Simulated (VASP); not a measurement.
# Mo (Im-3m) in VASP: a series of runs

The runs below take Mo through single point, with PBE.

All numbers are computed with VASP 6.6.1; they aren't measurements. Logs are shortened: lines on timing, memory, paths and dates and some standing lists are left out, and cuts for length are marked.

## 1. The crystal as given

It takes space group Im-3m (No. 229, cubic). The conventional cell has a = 3.168 Å, b = 3.168 Å, c = 3.168 Å, α = 90.00°, β = 90.00°, γ = 90.00°. Mo (site symmetry m-3m) has 8 Mo at 2.74 Å as nearest neighbours.

## 2. Single point, PBE

Contents of INCAR:

```
ADDGRID = F
ALGO = Normal
EDIFF = 1E-7
ENCUT = 300
GGA = PE
ISIF = 2
ISMEAR = 1
LASPH = T
LCHARG = F
LREAL = F
LWAVE = F
NBANDS = 13
NELM = 100
PREC = Accurate
SIGMA = 0.2
```

Contents of KPOINTS:

```
k-points
0
Gamma
  15 15 15
```

Contents of POSCAR:

```
Mo
1.0
   -1.6018940000      1.6123050000      1.5868230000
    1.5840600000     -1.5829550000      1.5396390000
    1.5998790000      1.5809390000     -1.5574730000
Mo
1
Direct
   -0.0100820000     -0.0008690000      0.0196120000
```

Potentials or basis: VASP PAW PBE potentials, release 64 (Mo_sv).

Run with:

```bash
$ cat potpaw_PBE.64/Mo_sv/POTCAR > POTCAR
$ mpirun -np 1 vasp_std > vasp.out
```

OUTCAR:

```text
EDIFF = 1E-7
   ENCUT = 300
   GGA = PE
   ISIF = 2
   ISMEAR = 1
   LASPH = T
   LREAL = F
   NELM = 100
   PREC = Accurate

 Found   1688 irreducible k-points:

 Following reciprocal coordinates:
            Coordinates               Weight
  0.000000  0.000000  0.000000      1.000000
  0.066667  0.000000  0.000000      2.000000
  0.133333  0.000000  0.000000      2.000000
  0.200000  0.000000  0.000000      2.000000
  0.266667  0.000000  0.000000      2.000000
  0.333333  0.000000  0.000000      2.000000
   k-points           NKPTS =   1688   k-points in BZ     NKDIM =   1688   number of bands    NBANDS=     13
   number of dos      NEDOS =    301   number of ions     NIONS =      1
   total plane-waves  NPLWV =   4096
   dimension x,y,z NGX =    16 NGY =   16 NGZ =   16
   dimension x,y,z NGXF=    32 NGYF=   32 NGZF=   32
   ions per type =               1
   NGX,Y,Z   is equivalent  to a cutoff of   9.60,  9.79,  9.72 a.u.
   NGXF,Y,Z  is equivalent  to a cutoff of  19.19, 19.58, 19.45 a.u.
 SYSTEM =  unknown system
   PREC   = accura    normal or accurate (medium, high low for compatibility)
   ISTART =      0    job   : 0-new  1-cont  2-samecut
   ICHARG =      2    charge: 1-file 2-atom 10-const
   ISPIN  =      1    spin polarized calculation?
   LNONCOLLINEAR =      F non collinear calculations
   LSORBIT =      F    spin-orbit coupling
   LASPH  =      T    aspherical Exc in radial PAW
   ENCUT  =  300.0 eV  22.05 Ry    4.70 a.u.   3.91  3.84  3.86*2*pi/ulx,y,z
   NELM   =    100;   NELMIN=  2; NELMDL= -5     # of ELM steps
   EDIFF  = 0.1E-06   stopping-criterion for ELM
   LREAL  =      F    real-space projection
   EDIFFG = 0.1E-05   stopping-criterion for IOM
   NSW    =      0    number of steps for IOM
   IBRION =     -1    ionic relax: 0-MD 1-quasi-New 2-CG
   NFREE  =      0    steps in history (QN), initial steepest desc. (CG)
   ISIF   =      2    stress and relaxation
   ISYM   =      2    0-nonsym 1-usesym 2-fastsym
   POTIM  = 0.5000    time-step for ionic-motion
   TEBEG  =    0.0;   TEEND  =   0.0 temperature during run
   PSTRESS=    0.0 pullay stress
   NELECT =      14.0000    total number of electrons
   NUPDOWN=      -1.0000    fix difference up-down
   EMIN   =  10.00;   EMAX   =-10.00  energy-range for DOS
   EFERMI =   0.00;   METHOD = LEGACY
   ISMEAR =     1;   SIGMA  =   0.20  broadening in eV -4-tet -1-fermi 0-gaus
   EFERMI_NEDOS =   21; number of points for ismear=-14 and -15
   IALGO  =     38    algorithm
   IMIX   =      4    mixing-type and parameters
     AMIX     =   0.40;   BMIX     =  1.00
     AMIX_MAG =   1.60;   BMIX_MAG =  1.00
  volume/ion in A,a.u.               =      15.89       107.24
  Fermi-wavevector in a.u.,A,eV,Ry     =   1.569380  2.965697 33.510502  2.462952
  Thomas-Fermi vector in A             =   2.671271
   LORBIT       =      0    0 simple, 1 ext, 2 COOP (PROOUT), +10 PAW based schemes
   GGA     = PE    functional components
   LHFCALC =     F    Hartree Fock is set to
   AEXX    =    0.0000 exact exchange contribution
   IVDW    =     0    specifies the selected vdW correction
   LEPSILON=     F    determine dielectric tensor
   LRPA    =     F    only Hartree local field effects (RPA)
 non-spin polarized calculation
 Methfessel and Paxton  Order N= 1 SIGMA  =   0.20
  energy-cutoff  :      300.00
  volume of cell :       15.89
 maximum number of plane-waves:       198
   NGX =  7   NGY =  7   NGZ =  7

 number of electron      13.9999998 magnetization

 Free energy of the ion-electron system (eV)
  ---------------------------------------------------
  ext. energy  EPLUGINS =         0.00000000
  ---------------------------------------------------
  free energy    TOTEN  =       -10.92624644 eV

  energy without entropy =      -10.92630139  energy(sigma->0) =      -10.92626476

 E-fermi :  12.2974     XC(G=0): -13.2999

 val. band max:       12.2971488039   @ k =   0.1333   0.4667   0.4000
 cond. band min:      12.2987534569   @ k =  -0.2667  -0.1333   0.1333
 fundamental gap:      0.0016046531
 Fermi energy:        12.2974059950

 k-point     1 :       0.0000    0.0000    0.0000
  band No.  band energies     occupation
      1     -48.9167      2.00000
      2     -22.2681      2.00000
      3     -22.2372      2.00000
      4     -22.2039      2.00000
      5       5.1486      2.00000
      6      10.7695      2.00000
      7      11.0559      2.00000
      8      11.1835      2.00000
      9      13.8255     -0.00000
     10      14.1209     -0.00000
     11      26.9263      0.00000
     12      27.0291      0.00000
     13      27.4781      0.00000

 k-point     2 :       0.0667    0.0000    0.0000
  band No.  band energies     occupation
      1     -48.9066      2.00000
      2     -22.3241      2.00000
      3     -22.2565      2.00000
      4     -22.2067      2.00000
      5       5.3393      2.00000
      6      10.6943      2.00000
      7      11.0199      2.00000
      8      11.3276      2.00000
      9      13.7891     -0.00000
     10      14.0407     -0.00000
     11      27.2433      0.00000
     12      27.3314      0.00000
     13      27.6554      0.00000

 k-point     3 :       0.1333    0.0000    0.0000
  band No.  band energies     occupation
      1     -48.8783      2.00000
      2     -22.4883      2.00000
      3     -22.3068      2.00000
      4     -22.2108      2.00000
      5       5.8718      2.00000
      6      10.4369      2.00000
      7      10.8848      2.00000
      8      11.8195      2.00374
      9      13.6386     -0.00000
     10      14.0004     -0.00000
     11      27.6870      0.00000
     12      28.1659      0.00000
     13      28.3251      0.00000

 k-point     4 :       0.2000    0.0000    0.0000
  band No.  band energies     occupation
      1     -48.8366      2.00000
      2     -22.7269      2.00000
      3     -22.3796      2.00000
      4     -22.2155      2.00000
      5       6.6012      2.00000
      6      10.0634      2.00000
      7      10.7050      2.00000
      8      12.6324     -0.03929
      9      13.5692     -0.00000
     10      14.0742     -0.00000
     11      27.6499      0.00000
     12      28.6055      0.00000
     13      29.7282      0.00000

 k-point     5 :       0.2667    0.0000    0.0000
  band No.  band energies     occupation
      1     -48.7877      2.00000
      2     -22.9940      2.00000
      3     -22.4621      2.00000
      4     -22.2205      2.00000
      5       7.2064      2.00000
      6       9.6656      2.00000
      7      10.8113      2.00000
      8      13.6893     -0.00000
      9      13.6979     -0.00000
     10      14.2250     -0.00000
     11      26.9174      0.00000
     12      27.9266      0.00000
     13      31.5565      0.00000

 k-point     6 :       0.3333    0.0000    0.0000
  band No.  band energies     occupation
      1     -48.7408      2.00000
      2     -23.2432      2.00000
      3     -22.5400      2.00000
      4     -22.2253      2.00000
      5       7.3686      2.00000
      6       9.3139      2.00000
      7      11.5536      2.00000
      8      13.9199     -0.00000
      9      14.4285     -0.00000
     10      14.8949     -0.00000
     11      25.8487      0.00000
     12      26.4242      0.00000
     13      32.8595      0.00000

 [... further k-points ...]

------------------------ aborting loop because EDIFF is reached ----------------------------------------

  FORCE on cell =-STRESS in cart. coord.  units (eV):
  Direction    XX          YY          ZZ          XY          YZ          ZX
  --------------------------------------------------------------------------------------
  -------------------------------------------------------------------------------------
  Total       -0.2830128     -0.3698320      0.2587514      0.0021521     -0.1699495      0.1007922
  in kB      -28.5330429    -37.2860648     26.0870369      0.2169768    -17.1341287     10.1617593
  external PRESSURE =     -13.2440236 kB  Pullay stress =       0.0000000 kB

 VOLUME and BASIS-vectors are now :
 -----------------------------------------------------------------------------
  energy-cutoff  :      300.00
  volume of cell :       15.89
      direct lattice vectors                 reciprocal lattice vectors
    -1.601894000  1.612305000  1.586823000     0.001971750  0.310249238  0.316949110
     1.584060000 -1.582955000  1.539639000     0.315876418 -0.002757309  0.321678072
     1.599879000  1.580939000 -1.557473000     0.314268351  0.313370033 -0.001149142

 POSITION                                       TOTAL-FORCE (eV/Angst)
 -----------------------------------------------------------------------------------
      0.02832      0.04548      3.07858         0.000000      0.000000      0.000000
 -----------------------------------------------------------------------------------
    total drift:                                0.000008      0.000044     -0.000005

  FREE ENERGIE OF THE ION-ELECTRON SYSTEM (eV)
  ---------------------------------------------------
  free  energy   TOTEN  =       -10.9262464397 eV

  energy  without entropy=      -10.9263013866  energy(sigma->0) =      -10.92626476
```

It took 33 s on 1 thread of Intel Xeon 6975P-C (Granite Rapids), shared host; peak memory 0.25 GiB.

The run converged, but some of its settings lie outside the range that counts as converged, so its numbers aren't taken as properties of the crystal.

What came out:

```yaml
Free_energy: -10.9262 eV
Pressure: -1.3 GPa
Band_gap_on_the_k_mesh: none (metal or under the smearing width)
```

Caveat: the cutoff is under 1.25 times the usual one of these potentials, so pressure, stress and relaxed cells hold a basis-set (Pulay) error.

## 3. Single point, PBE

Edit INCAR of step 2 so:

```diff
@@ -3,3 +3,3 @@
 EDIFF = 1E-7
-ENCUT = 300
+ENCUT = 400
 GGA = PE
```

Contents of KPOINTS:

```
k-points
0
Gamma
  13 13 13
```

Contents of POSCAR:

```
Mo
1.0
   -1.5838089719      1.5838089719      1.5838089719
    1.5838089719     -1.5838089719      1.5838089719
    1.5838089719      1.5838089719     -1.5838089719
Mo
1
Direct
    0.0000000000      0.0000000000      0.0000000000
```

Potentials or basis: VASP PAW PBE potentials, release 64 (Mo_sv).

Run with:

```bash
$ cat potpaw_PBE.64/Mo_sv/POTCAR > POTCAR
$ mpirun -np 1 vasp_std > vasp.out
```

Wall time 5.1 s (1 thread of Intel Xeon 6975P-C (Granite Rapids), shared host); peak memory 0.12 GiB.

The run converged, but some of its settings lie outside the range that counts as converged, so its numbers aren't taken as properties of the crystal.

Results:

```
Free energy            : -10.9354 eV
Pressure               : -2.3 GPa
Band gap on the k mesh : none (metal or under the smearing width)
```

## 4. The reference run

An earlier run on the cell as given: functional PBE; potentials or basis VASP PAW PBE potentials, release 64 (Mo_sv); cutoff 520 eV; k mesh 12 × 12 × 12; occupations fermi-dirac, width 0.05 eV; no spin polarisation.

* Pressure: -1.4 GPa
* Band gap on the k mesh: none (metal or under the smearing width)
